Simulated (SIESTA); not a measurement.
Crystal: Ge.

```
Ge
1.0
     5.65782    0.00000    0.00000
     0.00000    5.65782    0.00000
     0.00000    0.00000    5.65782
Ge
8
Cartesian
  1.4145 1.4145 1.4145
  4.2434 1.4145 4.2434
  1.4145 4.2434 4.2434
  4.2434 4.2434 1.4145
  0.0000 2.8289 2.8289
  0.0000 0.0000 0.0000
  2.8289 2.8289 0.0000
  2.8289 0.0000 2.8289
```

Base run:

| Quantity | Value |
| --- | --- |
| Program | SIESTA 5.4.2 |
| Functional | PBE |
| Potentials or basis | PseudoDojo 0.4 standard (PBE files) |
| Basis | DZP (energy shift 0.003 Ry; two zetas on semicore shells) |
| Grid cutoff | 800 Ry |
| Energy shift | 0.003 Ry |
| k mesh | 5 × 5 × 5 |
| Occupations | fermi-dirac, width 0.05 eV |
| Spin | no spin polarisation |

Its results: band gap on the k mesh 0.07 eV; pressure 5.1 GPa.

Task: The run is repeated on the same cell with these changes: potentials or basis from PseudoDojo 0.4 standard (PBE files) to SG15 1.2 (PBE files) or PseudoDojo by element. What comes out?

Result: Band gap on the k mesh none (metal or under the smearing width); pressure 4.4 GPa.

Caveats: the basis of atomic orbitals isn't converged, which shifts pressures, moduli and gaps; an odd mesh through Γ misses points on the zone boundary, where band edges often lie (some runs).
